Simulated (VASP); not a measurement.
# Cr (P6_3/mmc) in VASP: notebook

One crystal, Cr, is run at these levels: PBEsol; tasks: single point.

All numbers are computed with VASP 6.6.1; they aren't measurements. Logs are shortened: lines on timing, memory, paths and dates and some standing lists are left out, and cuts for length are marked.

## Step 1: The structure

Symmetry: P6_3/mmc, No. 194, hexagonal system. The conventional cell has a = 2.714 Å, b = 2.714 Å, c = 4.410 Å, α = 90.00°, β = 90.00°, γ = 120.00°. Cr (site symmetry -6m2) is surrounded by 12 Cr at 2.71 Å.

This isn't the form of Cr at room conditions, which is bcc.

## Step 2: Single point, PBEsol, collinear spin, ferromagnetic start

The input, INCAR:

```
SYSTEM = Cr
ADDGRID = .FALSE.
ALGO = Normal
EDIFF = 1E-4
ENCUT = 500
GGA = PS
ISIF = 2
ISMEAR = 1
ISPIN = 2
LASPH = .TRUE.
LCHARG = .FALSE.
LMAXMIX = 4
LORBIT = 11
LREAL = .FALSE.
LWAVE = .FALSE.
MAGMOM = 3 3
NELM = 100
PREC = Accurate
SIGMA = 0.1
```

The input, KPOINTS:

```
k-points
0
G
  17 17 9
  0 0 0
```

The input, POSCAR:

```
Cr
1.0
    2.7140000000      0.0000000000      0.0000000000
   -1.3570000000      2.3503929459      0.0000000000
    0.0000000000      0.0000000000      4.4100000000
Cr
2
Direct
    0.6666666667      0.3333333333      0.7500000000
    0.3333333333      0.6666666667      0.2500000000
```

Potentials or basis: VASP PAW PBE potentials, release 64 (Cr_pv).

On the command line:

```console
> cat potpaw_PBE.64/Cr_pv/POTCAR > POTCAR
> mpirun -np 1 vasp_std > vasp.out
```

OUTCAR:

```text
SYSTEM = Cr
   EDIFF = 1E-4
   ENCUT = 500
   GGA = PS
   ISIF = 2
   ISMEAR = 1
   ISPIN = 2
   LASPH = .TRUE.
   LORBIT = 11
   LREAL = .FALSE.
   NELM = 100
   PREC = Accurate

 Found    165 irreducible k-points:

 Following reciprocal coordinates:
            Coordinates               Weight
  0.000000  0.000000  0.000000      1.000000
  0.058824  0.000000  0.000000      6.000000
  0.117647  0.000000  0.000000      6.000000
  0.176471  0.000000  0.000000      6.000000
  0.235294  0.000000  0.000000      6.000000
  0.294118 -0.000000  0.000000      6.000000
   k-points           NKPTS =    165   k-points in BZ     NKDIM =    165   number of bands    NBANDS=     19
   number of dos      NEDOS =    301   number of ions     NIONS =      2
   total plane-waves  NPLWV =  12800
   dimension x,y,z NGX =    20 NGY =   20 NGZ =   32
   dimension x,y,z NGXF=    40 NGYF=   40 NGZF=   64
   ions per type =               2
   NGX,Y,Z   is equivalent  to a cutoff of  12.25, 12.25, 12.06 a.u.
   NGXF,Y,Z  is equivalent  to a cutoff of  24.50, 24.50, 24.13 a.u.
 SYSTEM =  Cr
   PREC   = accura    normal or accurate (medium, high low for compatibility)
   ISTART =      0    job   : 0-new  1-cont  2-samecut
   ICHARG =      2    charge: 1-file 2-atom 10-const
   ISPIN  =      2    spin polarized calculation?
   LNONCOLLINEAR =      F non collinear calculations
   LSORBIT =      F    spin-orbit coupling
   LASPH  =      T    aspherical Exc in radial PAW
   ENCUT  =  500.0 eV  36.75 Ry    6.06 a.u.   4.95  4.95  8.04*2*pi/ulx,y,z
   NELM   =    100;   NELMIN=  2; NELMDL= -5     # of ELM steps
   EDIFF  = 0.1E-03   stopping-criterion for ELM
   LREAL  =      F    real-space projection
   EDIFFG = 0.1E-02   stopping-criterion for IOM
   NSW    =      0    number of steps for IOM
   IBRION =     -1    ionic relax: 0-MD 1-quasi-New 2-CG
   NFREE  =      0    steps in history (QN), initial steepest desc. (CG)
   ISIF   =      2    stress and relaxation
   ISYM   =      2    0-nonsym 1-usesym 2-fastsym
   POTIM  = 0.5000    time-step for ionic-motion
   TEBEG  =    0.0;   TEEND  =   0.0 temperature during run
   PSTRESS=    0.0 pullay stress
   NELECT =      24.0000    total number of electrons
   NUPDOWN=      -1.0000    fix difference up-down
   EMIN   =  10.00;   EMAX   =-10.00  energy-range for DOS
   EFERMI =   0.00;   METHOD = LEGACY
   ISMEAR =     1;   SIGMA  =   0.10  broadening in eV -4-tet -1-fermi 0-gaus
   EFERMI_NEDOS =   21; number of points for ismear=-14 and -15
   IALGO  =     38    algorithm
   IMIX   =      4    mixing-type and parameters
     AMIX     =   0.40;   BMIX     =  1.00
     AMIX_MAG =   1.60;   BMIX_MAG =  1.00
  volume/ion in A,a.u.               =      14.07        94.92
  Fermi-wavevector in a.u.,A,eV,Ry     =   1.552681  2.934142 32.801180  2.410819
  Thomas-Fermi vector in A             =   2.657021
   LORBIT       =     11    0 simple, 1 ext, 2 COOP (PROOUT), +10 PAW based schemes
   GGA     = PS    functional components
   LHFCALC =     F    Hartree Fock is set to
   AEXX    =    0.0000 exact exchange contribution
   IVDW    =     0    specifies the selected vdW correction
   LEPSILON=     F    determine dielectric tensor
   LRPA    =     F    only Hartree local field effects (RPA)
 spin polarized calculation
 Methfessel and Paxton  Order N= 1 SIGMA  =   0.10
  energy-cutoff  :      500.00
  volume of cell :       28.13
 maximum number of plane-waves:       739
 NGX is ok and might be reduce to    20
   NGX =  9   NGY =  9   NGZ = 17

 number of electron      23.9999990 magnetization       1.8571692

 Free energy of the ion-electron system (eV)
  ---------------------------------------------------
  ext. energy  EPLUGINS =         0.00000000
  ---------------------------------------------------
  free energy    TOTEN  =       -18.89689673 eV

  energy without entropy =      -18.89674875  energy(sigma->0) =      -18.89684740

 E-fermi :   8.1437     XC(G=0): -12.6916

 val. band max:        8.1436637905   @ k =   0.3529   0.1765   0.0000
 cond. band min:       8.1448026558   @ k =   0.4706   0.0588   0.0000
 fundamental gap:      0.0011388653
 Fermi energy:         8.1437472025

 spin component 1

 k-point     1 :       0.0000    0.0000    0.0000
  band No.  band energies     occupation
      1     -35.1820      1.00000
      2     -34.8374      1.00000
      3     -34.8374      1.00000
      4     -34.7705      1.00000
      5     -34.7705      1.00000
      6     -34.6918      1.00000
[... 11 lines left out ...]
     18       9.5104     -0.00000
     19      14.9380      0.00000

 k-point     2 :       0.0588    0.0000    0.0000
  band No.  band energies     occupation
      1     -35.1765      1.00000
      2     -34.8496      1.00000
      3     -34.8413      1.00000
      4     -34.7832      1.00000
      5     -34.7725      1.00000
      6     -34.6938      1.00000
[... 11 lines left out ...]
     18      10.0345     -0.00000
     19      14.9381      0.00000

 k-point     3 :       0.1176    0.0000    0.0000
  band No.  band energies     occupation
      1     -35.1605      1.00000
      2     -34.8845      1.00000
      3     -34.8524      1.00000
      4     -34.8193      1.00000
      5     -34.7781      1.00000
      6     -34.7001      1.00000
[... 11 lines left out ...]
     18      10.9345      0.00000
     19      14.9389      0.00000

 k-point     4 :       0.1765    0.0000    0.0000
  band No.  band energies     occupation
      1     -35.1352      1.00000
      2     -34.9378      1.00000
      3     -34.8732      1.00000
      4     -34.8688      1.00000
      5     -34.7869      1.00000
      6     -34.7106      1.00000
[... 11 lines left out ...]
     18      11.9441      0.00000
     19      14.9486      0.00000

 k-point     5 :       0.2353    0.0000    0.0000
  band No.  band energies     occupation
      1     -35.1024      1.00000
      2     -35.0025      1.00000
      3     -34.9368      1.00000
      4     -34.8881      1.00000
      5     -34.7979      1.00000
      6     -34.7254      1.00000
[... 11 lines left out ...]
     18      13.0238      0.00000
     19      14.9448      0.00000

 k-point     6 :       0.2941   -0.0000    0.0000
  band No.  band energies     occupation
      1     -35.0698      1.00000
      2     -35.0649      1.00000
      3     -35.0013      1.00000
      4     -34.9077      1.00000
      5     -34.8097      1.00000
      6     -34.7443      1.00000
[... 11 lines left out ...]
     18      14.1532      0.00000
     19      14.9585      0.00000

 [... further k-points ...]

 spin component 2

 k-point     1 :       0.0000    0.0000    0.0000
  band No.  band energies     occupation
      1     -34.3912      1.00000
      2     -33.9590      1.00000
      3     -33.9590      1.00000
      4     -33.8910      1.00000
      5     -33.8910      1.00000
      6     -33.8906      1.00000
[... 11 lines left out ...]
     18      10.3811      0.00000
     19      15.9526      0.00000

 k-point     2 :       0.0588    0.0000    0.0000
  band No.  band energies     occupation
      1     -34.3856      1.00000
      2     -33.9715      1.00000
      3     -33.9630      1.00000
      4     -33.9040      1.00000
      5     -33.8930      1.00000
      6     -33.8927      1.00000
[... 11 lines left out ...]
     18      10.7903      0.00000
     19      15.9523      0.00000

 k-point     3 :       0.1176    0.0000    0.0000
  band No.  band energies     occupation
      1     -34.3692      1.00000
      2     -34.0073      1.00000
      3     -33.9744      1.00000
      4     -33.9410      1.00000
      5     -33.8990      1.00000
      6     -33.8987      1.00000
[... 11 lines left out ...]
     18      11.6121      0.00000
     19      15.9546      0.00000

 k-point     4 :       0.1765    0.0000    0.0000
  band No.  band energies     occupation
      1     -34.3433      1.00000
      2     -34.0620      1.00000
      3     -33.9961      1.00000
      4     -33.9912      1.00000
      5     -33.9097      1.00000
      6     -33.9077      1.00000
[... 11 lines left out ...]
     18      12.5790      0.00000
     19      15.9676      0.00000

 k-point     5 :       0.2353    0.0000    0.0000
  band No.  band energies     occupation
      1     -34.3098      1.00000
      2     -34.1283      1.00000
      3     -34.0612      1.00000
      4     -34.0109      1.00000
      5     -33.9248      1.00000
      6     -33.9189      1.00000
[... 11 lines left out ...]
     18      13.6276      0.00000
     19      16.0008      0.00000

 k-point     6 :       0.2941   -0.0000    0.0000
  band No.  band energies     occupation
      1     -34.2715      1.00000
      2     -34.1973      1.00000
      3     -34.1272      1.00000
      4     -34.0309      1.00000
      5     -33.9441      1.00000
      6     -33.9308      1.00000
[... 11 lines left out ...]
     18      14.7299      0.00000
     19      16.0263      0.00000

 [... further k-points ...]

------------------------ aborting loop because EDIFF is reached ----------------------------------------

  FORCE on cell =-STRESS in cart. coord.  units (eV):
  Direction    XX          YY          ZZ          XY          YZ          ZX
  --------------------------------------------------------------------------------------
  -------------------------------------------------------------------------------------
  Total       -5.9021121     -5.9021121     -5.1844773     -0.0000000      0.0000000      0.0000000
  in kB     -336.1469158   -336.1469158   -295.2749816     -0.0000000      0.0000000      0.0000000
  external PRESSURE =    -322.5229378 kB  Pullay stress =       0.0000000 kB

 VOLUME and BASIS-vectors are now :
 -----------------------------------------------------------------------------
  energy-cutoff  :      500.00
  volume of cell :       28.13
      direct lattice vectors                 reciprocal lattice vectors
     2.714000000  0.000000000  0.000000000     0.368459838  0.212730387  0.000000000
    -1.357000000  2.350392946  0.000000000     0.000000000  0.425460773  0.000000000
     0.000000000  0.000000000  4.410000000     0.000000000  0.000000000  0.226757370

 POSITION                                       TOTAL-FORCE (eV/Angst)
 -----------------------------------------------------------------------------------
      1.35700      0.78346      3.30750         0.000000      0.000000      0.000000
     -0.00000      1.56693      1.10250        -0.000000     -0.000000      0.000000
 -----------------------------------------------------------------------------------
    total drift:                               -0.000000      0.000000     -0.000000

  FREE ENERGIE OF THE ION-ELECTRON SYSTEM (eV)
  ---------------------------------------------------
  free  energy   TOTEN  =       -18.8968967334 eV

  energy  without entropy=      -18.8967487468  energy(sigma->0) =      -18.89684740

 total charge

# of ion       s       p       d       tot
------------------------------------------
    1        0.376   6.282   4.055  10.712
    2        0.376   6.282   4.055  10.712
--------------------------------------------------
tot          0.751  12.563   8.110  21.425

 magnetization (x)

# of ion       s       p       d       tot
------------------------------------------
    1        0.001   0.024   0.831   0.856
    2        0.001   0.024   0.831   0.856
--------------------------------------------------
tot          0.002   0.049   1.662   1.713
```

Run time: 69 s. Hardware: 1 thread of Intel Xeon Platinum 8488C (Sapphire Rapids), shared host; peak memory 0.23 GiB.

These settings aren't checked as converged: the numbers below hold their error.

Results:

| Quantity | Value |
| --- | --- |
| Free energy | -18.8969 eV |
| Pressure | -32.3 GPa |
| Band gap on the k mesh | none (metal or under the smearing width) |
| Net moment | 1.86 μB per cell |
| Site moments | Cr +0.86 μB |
| Valence electrons inside the program's atomic spheres | Cr 10.71 |

Caveat: a pressure of tens of GPa on the cell as given is suspect, and the run, the potentials or the cell itself is likely at fault; the PAW data sets were made with another functional, which shifts forces and pressure a little.

[end of part 1 of 2]
